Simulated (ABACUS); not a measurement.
# BN (R3m) in ABACUS: single point with SCAN

Aim: the single point of BN with SCAN.

Everything below comes from runs of ABACUS 3.10.1. Logs are shortened: lines on timing, memory, paths and dates and some standing lists are left out, and cuts for length are marked.

**1. The crystal as given**

It takes space group R3m (No. 160, trigonal). The conventional cell has a = 2.502 Å, b = 2.502 Å, c = 10.119 Å, α = 90.00°, β = 90.00°, γ = 120.00°. N (site symmetry 3m) is surrounded by 3 B at 1.44 Å. Around B (site symmetry 3m) lie 3 N at 1.44 Å.

The cell is a database's computed one.

**2. Single point, SCAN**

The input, INPUT:

```
INPUT_PARAMETERS
suffix              BN
calculation         scf
basis_type          pw
pseudo_dir          ./
symmetry            1
dft_functional      scan
ecutwfc             97
pseudo_rcut         10
nspin               1
nbands              14
ks_solver           dav
smearing_method     fd
smearing_sigma      0.00367493
scf_thr             1e-08
scf_nmax            100
mixing_type         broyden
mixing_beta         0.7
cal_force           1
cal_stress          1
mixing_tau          1
out_chg             1
kpar                4
```

The input, STRU:

```
ATOMIC_SPECIES
N 14.0070 N_ONCV_PBE-1.2.upf
B 10.8100 B_ONCV_PBE-1.2.upf

LATTICE_CONSTANT
1.8897261246

LATTICE_VECTORS
1.2511217832 0.7223354983 3.3729344033
-1.2511217832 0.7223354983 3.3729344033
0.0000000000 -1.4446709966 3.3729344033

ATOMIC_POSITIONS
Direct

N
0.0
1
0.6672382000 0.6672382000 0.6672382000 1 1 1

B
0.0
1
0.0003288000 0.0003288000 0.0003288000 1 1 1
```

The input, KPT:

```
K_POINTS
0
Gamma
8 8 8 0 0 0
```

Potentials or basis: SG15 ONCV 1.2 PBE, plane waves.

Launch:

```
> OMP_NUM_THREADS=1 mpirun -np 4 abacus > log
```

running log:

```text
ABACUS v3.10.1

               Atomic-orbital Based Ab-initio Computation at UStc

 ------------------------------------------------------------------------------------

 READING GENERAL INFORMATION
                           global_out_dir = OUT.BN/
                           global_in_card = INPUT
                               pseudo_dir = ./
[... 8 lines left out ...]

 READING ATOM TYPE 1
                               atom label = N
                      L=0, number of zeta = 1
                      L=1, number of zeta = 1
                      L=2, number of zeta = 1
             number of atom for this type = 1

 READING ATOM TYPE 2
                               atom label = B
                      L=0, number of zeta = 1
                      L=1, number of zeta = 1
                      L=2, number of zeta = 1
             number of atom for this type = 1

                        TOTAL ATOM NUMBER = 2
DIRECT COORDINATES
    atom                   x                   y                   z     mag                  vx                  vy                  vz
taud_N1            0.6672382000        0.6672382000        0.6672382000  0.0000        0.0000000000        0.0000000000        0.0000000000
taud_B1            0.0003288000        0.0003288000        0.0003288000  0.0000        0.0000000000        0.0000000000        0.0000000000

                          Volume (Bohr^3) = 123.422
                             Volume (A^3) = 18.2893

 Lattice vectors: (Cartesian coordinate: in unit of a_0)
             +1.25112           +0.722335            +3.37293
             -1.25112           +0.722335            +3.37293
                   +0            -1.44467            +3.37293
 Reciprocal vectors: (Cartesian coordinate: in unit of 2 pi/a_0)
            +0.399641           +0.230733          +0.0988259
            -0.399641           +0.230733          +0.0988259
                   +0           -0.461466          +0.0988259
 The esolver type has been set to : ksdft_pw

                PAO radial cut off (Bohr) = 10

 Read in pseudopotential file is N_ONCV_PBE-1.2.upf
                     pseudopotential type = NC
          exchange-correlation functional = PBE
                 nonlocal core correction = 0
                        valence electrons = 5
                                     lmax = 1
                           number of zeta = 0
                     number of projectors = 4
                           L of projector = 0
                           L of projector = 0
                           L of projector = 1
                           L of projector = 1
 XC functional updated to : scan
          exchange-correlation functional = SCAN
                PAO radial cut off (Bohr) = 10

 Read in pseudopotential file is B_ONCV_PBE-1.2.upf
                     pseudopotential type = NC
          exchange-correlation functional = PBE
                 nonlocal core correction = 0
                        valence electrons = 3
                                     lmax = 1
                           number of zeta = 0
                     number of projectors = 4
                           L of projector = 0
                           L of projector = 0
                           L of projector = 1
                           L of projector = 1
 XC functional updated to : scan
          exchange-correlation functional = SCAN
     initial pseudo atomic orbital number = 0

 SETUP THE ELECTRONS NUMBER
             electron number of element N = 5
       total electron number of element N = 5
             electron number of element B = 3
       total electron number of element B = 3
            AUTOSET number of electrons:  = 8
                           occupied bands = 4
                                   NBANDS = 14
                                   NLOCAL = 18

 SETUP THE PLANE WAVE BASIS
 energy cutoff for charge/potential (unit:Ry) = 388
            fft grid for charge/potential = [ 45, 45, 45 ]
                        fft grid division = [ 1, 1, 1 ]
        big fft grid for charge/potential = [ 45, 45, 45 ]
                                     nbxx = 91125
                                     nrxx = 91125

 SETUP PLANE WAVES FOR CHARGE/POTENTIAL
                    number of plane waves = 15951
                         number of sticks = 947

 PARALLEL PW FOR CHARGE/POTENTIAL
     PROC   COLUMNS(POT)             PW
        1            947          15951
 --------------- sum -------------------
        1            947          15951
                            number of |g| = 1266
                                  max |g| = 35.0923
                                  min |g| = 0

----------- Double Check Mixing Parameters Begin ------------
mixing_type: broyden
[... 38 lines left out ...]
                                       S4 = 0
                                       S6 = 0
                              POINT GROUP = C_3v
                                       C2 = 0
                                       C3 = 2
                                       C4 = 0
                                       C6 = 0
                                       S1 = 3
                                       S3 = 0
                                       S4 = 0
                                       S6 = 0
               POINT GROUP IN SPACE GROUP = C_3v

 SETUP K-POINTS
                                    nspin = 1
                   Input type of k points = Monkhorst-Pack(Gamma)
                                   nkstot = 512
                       right hand lattice = 1
(for reciprocal lattice: )
                             BRAVAIS TYPE = 7
                     BRAVAIS LATTICE NAME = 07. Rhombohedral (Trigonal) cell
                                    ibrav = 7
                       right hand lattice = 1
(for k-lattice: )
                             BRAVAIS TYPE = 7
                     BRAVAIS LATTICE NAME = 07. Rhombohedral (Trigonal) cell
                                    ibrav = 7
                       right hand lattice = 1
                        ROTATION MATRICES = 12
                               nkstot_ibz = 65
K-POINTS REDUCTION ACCORDING TO SYMMETRY
     IBZ    DIRECT_X    DIRECT_Y    DIRECT_Z  WEIGHT  ibz2bz
       1  0.00000000  0.00000000  0.00000000  0.0020       0
       2  0.12500000  0.00000000  0.00000000  0.0117       1
       3  0.25000000  0.00000000  0.00000000  0.0117       2
       4  0.37500000  0.00000000  0.00000000  0.0117       3
       5  0.50000000  0.00000000  0.00000000  0.0059       4
       6  0.12500000  0.12500000  0.00000000  0.0117       9
[... 22 lines left out ...]
      29  0.25000000  0.25000000  0.12500000  0.0117      82
      30  0.37500000  0.25000000  0.12500000  0.0234      83
[... 35 further k points ...]

                               nkstot now = 65
[... K-POINTS DIRECT COORDINATES: 65 rows ...]

           k-point number in this process = 17
       minimum distributed K point number = 16
[... stars of the k points ...]

[... K-POINTS CARTESIAN COORDINATES: 17 rows ...]

[... K-POINTS DIRECT COORDINATES: 17 rows ...]

 SETUP PLANE WAVES FOR WAVE FUNCTIONS
     energy cutoff for wavefunc (unit:Ry) = 97
              fft grid for wave functions = [ 45, 45, 45 ]
                    number of plane waves = 2505
                         number of sticks = 279

 PARALLEL PW FOR WAVE FUNCTIONS
     PROC   COLUMNS(POT)             PW
        1            279           2505
 --------------- sum -------------------
        1            279           2505

 SETUP NONLOCAL PSEUDOPOTENTIALS IN PLANE WAVE BASIS
 N non-local projectors:
 projector 1 L=0
 projector 2 L=0
 projector 3 L=1
 projector 4 L=1
 B non-local projectors:
 projector 1 L=0
 projector 2 L=0
 projector 3 L=1
 projector 4 L=1
      TOTAL NUMBER OF NONLOCAL PROJECTORS = 16

 Init Non-Local PseudoPotential table :
 Init Non-Local-Pseudopotential done.

                                     npwx = 2009

 -------------------------------------------
 SELF-CONSISTENT
 -------------------------------------------
                                 init_chg = atomic

 PW ALGORITHM --------------- ION=   1  ELEC=   1--------------------------------

 Density error is 0.328931157051
                          Error Threshold = 0.01
----------------------------------------------------------
     Energy           Rydberg                 eV
----------------------------------------------------------
 E_KohnSham     -25.6692075575       -349.2474859273
 E_Harris       -23.4153698455       -318.5824506761
 E_Fermi        0.3174727313         4.3194381047
----------------------------------------------------------
[... 63 lines left out ...]
 Density error is 2.64777391801e-09
                          Error Threshold = 9.38761333699e-10
----------------------------------------------------------
     Energy           Rydberg                 eV
----------------------------------------------------------
 E_KohnSham     -25.7495005884       -350.3399286572
 E_KS(sigma->0) -25.7495005884       -350.3399286572
 E_Harris       -25.7495315968       -350.3403505471
 E_band         -1.9157037003        -26.0644860040
 E_one_elec     -8.8065757809        -119.8196104886
 E_Hartree      8.4593930623         115.0959472692
 E_xc           -7.3815529904        -100.4311807585
 E_Ewald        -18.0207648795       -245.1850846792
 E_entropy(-TS) -0.0000000000        -0.0000000000
 E_descf        0.0000000000         0.0000000000
 E_exx          0.0000000000         0.0000000000
 E_Fermi        0.4247797794         5.7794253944
----------------------------------------------------------

 charge density convergence is achieved
 final etot is -350.33992866 eV
 EFERMI = 5.7794253944 eV

 STATE ENERGY(eV) AND OCCUPATIONS    NSPIN == 1
 1/17 kpoint (Cartesian) = 0.0000 0.0000 0.0000 (1975 pws)
       1       -14.6804     0.00390625
       2     -0.0354117     0.00390625
       3        2.95599     0.00390625
       4        2.95599     0.00390625
       5        9.71569    2.52250e-37
       6        16.7625        0.00000
       7        16.7625        0.00000
       8        18.5983        0.00000
       9        19.6669        0.00000
      10        31.6370        0.00000
      11        33.5864        0.00000
      12        34.7472        0.00000
      13        34.7472        0.00000
      14        37.3345        0.00000
[... 66 lines left out ...]
       1       -14.3491      0.0234375
       2       0.190843      0.0234375
       3        1.67871      0.0234375
       4        2.37361      0.0234375
       5        10.5786    4.84233e-44
       6        16.5526        0.00000
       7        17.5080        0.00000
       8        18.1248        0.00000
       9        20.6797        0.00000
      10        29.6006        0.00000
      11        32.4256        0.00000
      12        32.9869        0.00000
      13        34.8043        0.00000
      14        39.4663        0.00000

[... levels at 11 further k points ...]

------------------------------------------------------------------------------------------
 TOTAL-FORCE (eV/Angstrom)
------------------------------------------------------------------------------------------
                        N1         0.0000000000         0.0000000000        -0.0303443855
                        B1         0.0000000000         0.0000000000         0.0303443855
------------------------------------------------------------------------------------------

----------------------------------------------------------------
 TOTAL-STRESS (KBAR)
----------------------------------------------------------------
       -28.7974434143         0.0000000000        -0.0000000000
         0.0000000000       -28.7974434158         0.0000000000
        -0.0000000000        -0.0000000000         0.0402973742
----------------------------------------------------------------
 TOTAL-PRESSURE: -19.184863 KBAR

 --------------------------------------------
 !FINAL_ETOT_IS -350.3399286571936955 eV
 --------------------------------------------
```

Wall time 35 s (4 MPI ranks of Intel Xeon 6975P-C (Granite Rapids), shared host); peak memory 0.36 GiB.

Results:

- Free energy: -350.3399 eV
- Pressure: -1.9 GPa
- Largest force: 0.030 eV/Å
- Band gap on the k mesh: 4.79 eV, indirect (least direct gap 5.52 eV)

Forces on the atoms (eV/Å):
```
N    0.000  0.000 -0.030
B    0.000  0.000  0.030
```

Levels at points of the mesh, in eV from the valence-band top:
```tsv
k point	band 2	band 3	band 4	band 5	band 6	band 7
(0.00, 0.00, 0.00)	-4.31	-1.32	-1.32	5.44	12.49	12.49
(0.50, 0.00, 0.00)	-9.37	-4.26	-0.60	5.90	10.53	13.72
(0.50, 0.50, 0.00)	-9.25	-4.32	-1.19	4.79	10.52	15.02
(0.50, 0.50, 0.50)	-6.32	-1.34	-1.34	10.77	12.41	12.41
```

Caveat: the potentials were made for another functional, which shifts forces and pressure.
